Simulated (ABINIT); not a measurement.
Input of an ABINIT 10.8.3 (patched build) run:

Contents of run.abi:

```
# Datasets: one volume each
ndtset 7
getwfk -1
scalecart1 3*0.9795861087
scalecart2 3*0.9864848297
scalecart3 3*0.9932883884
scalecart4 3*1.0000000000
scalecart5 3*1.0066227096
scalecart6 3*1.0131594038
scalecart7 3*1.0196128224

# Pseudopotentials
pp_dirpath "./"
pseudos "Al.upf"

# Structure
acell 2.8635066922 2.8635066922 2.8635066922 Angstrom
rprim
     0.0000000000     0.7071067812     0.7071067812
     0.7071067812     0.0000000000     0.7071067812
     0.7071067812     0.7071067812     0.0000000000
ntypat 1
znucl 13
natom 1
typat 1
xred
     0.0000000000     0.0000000000     0.0000000000

# Plane-wave basis
ecut 20.0

# k points
kptopt 1
ngkpt 11 11 11
nshiftk 1
shiftk 0.0 0.0 0.0

# Exchange and correlation
ixc -120135

# Bands and occupations
nband 6
occopt 3
tsmear 0.05 eV

# SCF cycle
nstep 100
tolvrs 1.0e-10

# Output
iomode 3
prtwf 1
prtden 0
prteig 0
prtebands 0
enunit 2
```

Potentials or basis: PseudoDojo NC SR PBEsol v0.4.1 standard.

Launch:

```console
$ abinit run.abi > log 2>&1
```

Predict the pressure derivative of the bulk modulus.

4.4.

Estimate the equilibrium volume.

15.98 Å³/atom.

Energy against volume, from the lowest point:
```tsv
volume (Å³/atom)	energy (meV/atom)
15.607	2.47
15.939	0.00
16.271	1.40
16.603	6.28
16.935	14.26
17.267	25.01
17.599	38.23
```

Caveat: pressures at fixed basis lie under the slope of the energies; the potentials were made for another functional, which shifts forces and pressure.

**Experimental background.**

From “The interpretation of polycrystalline coherent inelastic neutron scattering from aluminium”, 2013, pmc:3831299, for a bulk crystal of Al: bulk modulus 76.9 GPa.

A measured bulk modulus of Al is 76.9 GPa (quoted in “The interpretation of polycrystalline coherent inelastic neutron scattering from aluminium”, 2013, pmc:3831299); the calculated 89 GPa misses it by +15.5 %. The fit is for a static lattice scaled at fixed shape and fixed fractional positions.
